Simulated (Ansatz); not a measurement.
Crystal: PbF2 (Fluorocronite).

```xyz
3
Lattice="0.0000 2.9637 2.9637 2.9637 0.0000 2.9637 2.9637 2.9637 0.0000" Properties=species:S:1:pos:R:3 pbc="T T T"
Pb    0.0000    0.0000    0.0000
F     4.4455    4.4455    4.4455
F     1.4818    1.4818    1.4818
```

```yaml
Program: Ansatz 0.2.0
Task: relaxation of cell and atoms
Functional: BLYP
Dispersion: D4
Potentials_or_basis: Ansatz PAW
Cutoff: "420 eV (not typed: the program's choice for these potentials)"
k_mesh: 8 × 8 × 8
Occupations: fermi-dirac, width 0.05 eV
Spin: no spin polarisation
```

At the start: volume 17.35 Å³/atom.

Problem. Where does the relaxation end?

Solution. It ends after 9 steps and the volume is 18.09 Å³/atom (+4.3 %); space group Fm-3m (No. 225, to 0.05 Å).

Step by step:
| step | energy change (eV) | largest force (eV/Å) | volume (Å³) |
| --- | --- | --- | --- |
| 1 | 0.0000 | 0.0000 | 52.06 |
| 2 | -0.0450 | 0.0000 | 55.86 |
| 3 | -0.0679 | 0.0000 | 54.50 |
| 4 | -0.0701 | 0.0000 | 54.12 |
| 5 | -0.0699 | 0.0000 | 54.19 |
| 6 | -0.0700 | 0.0000 | 54.18 |
| 7 | -0.0800 | 0.0000 | 54.18 |
| 8 | -0.0798 | 0.0000 | 54.28 |
| 9 | -0.0802 | 0.0000 | 54.28 |

Final structure:
```
Pb F
1.0
     0.00000    3.00527    3.00527
     3.00527    0.00000    3.00527
     3.00527    3.00527    0.00000
Pb F
1 2
Cartesian
  0.0000 0.0000 0.0000
  4.5079 4.5079 4.5079
  1.5026 1.5026 1.5026
```

Caveat: the plane-wave basis is chosen anew once the cell has moved, so the energies of steps on either side of that aren't comparable; the pressure holds a Pulay correction of +0.6 GPa for the finite cutoff; the PAW data sets come from PBE, with cores solved anew for the run's functional, which leaves a small shift of forces and pressure.
